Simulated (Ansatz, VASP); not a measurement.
**Two plane-wave programs on MoS2**

The input INCAR:

```
PREC = Accurate ; ENCUT = 520
EDIFF = 1E-7 ; ISMEAR = 0
SIGMA = 0.1 ; LREAL = False
LASPH = True ; NELM = 150
ALGO = Normal ; ISIF = 2
LWAVE = False ; LCHARG = False
ISPIN = 2 ; MAGMOM = 1 0 0
LORBIT = 11 ; LMAXMIX = 4
GGA = PE ; NBANDS = 24
```

The input KPOINTS:

```
Automatic mesh
0
Gamma
  6 6 6
```

POSCAR

```
MoS2
1.0
    1.7693523487      1.0215360548      5.3438967161
   -1.7693523487      1.0215360548      5.3438967161
    0.0000000000     -2.0430721096      5.3438967161
Mo S
1 2
Direct
    0.0000000000      0.0000000000      0.0000000000
    0.7500000000      0.7500000000      0.7500000000
    0.2500000000      0.2500000000      0.2500000000
```

Input for Ansatz:

```yaml
crystal:
  lattice:
    - [1.7693523487, 1.0215360548, 5.3438967161]
    - [-1.7693523487, 1.0215360548, 5.3438967161]
    - [0.0, -2.0430721096, 5.3438967161]
  atoms:
    - { symbol: Mo, position: [0.0, 0.0, 0.0], spin: 1.0 }
    - { symbol: S, position: [0.75, 0.75, 0.75] }
    - { symbol: S, position: [0.25, 0.25, 0.25] }
basis:
  ecutwfc: 420
kpoints:
  mp_grid: { grid: [6, 6, 6] }
hamiltonian:
  xc: pbe
scf:
  occupations: { method: gaussian, width: 0.1 }
  lower_state_search: "off"
output:
  forces: true
  stress: true
  eigenvalues: true
  populations: true
magnetization:
  spin_polarized: true
```

Alike in both runs: task single point; functional PBE; k mesh 6 × 6 × 6; occupations gaussian, width 0.1 eV; collinear spin.

|  | VASP | Ansatz |
| --- | --- | --- |
| version | VASP 6.6.1 | Ansatz 0.2.0 |
| potentials or method | VASP PAW PBE potentials, release 64 (Mo_sv, S) | scalar-relativistic, plane waves, PAW |
| plane-wave cutoff (eV) | 520 | 420 |
| valence electrons in the cell | 26 | 26 |

|  | VASP | Ansatz | Ansatz less VASP |
| --- | --- | --- | --- |
| gap on the k mesh at the Fermi level (eV) | none | none | - |
| pressure (GPa) | -2.2 | -2.1 | +0.08 |
| largest component of the traceless stress (GPa) | 12.87 | 12.82 | -0.048 |
| rms of the force components (eV/Å) | 0.268 | 0.269 | +0.0005 |
| net moment per atom (μB) | 0.00 | 0.00 | 0.000 |

Atom by atom the forces differ by 0.000 eV/Å (rms over components). A gap of «none» marks a metal or a gap that the smearing closes. Ansatz warned: «seeded_moment_not_kept».
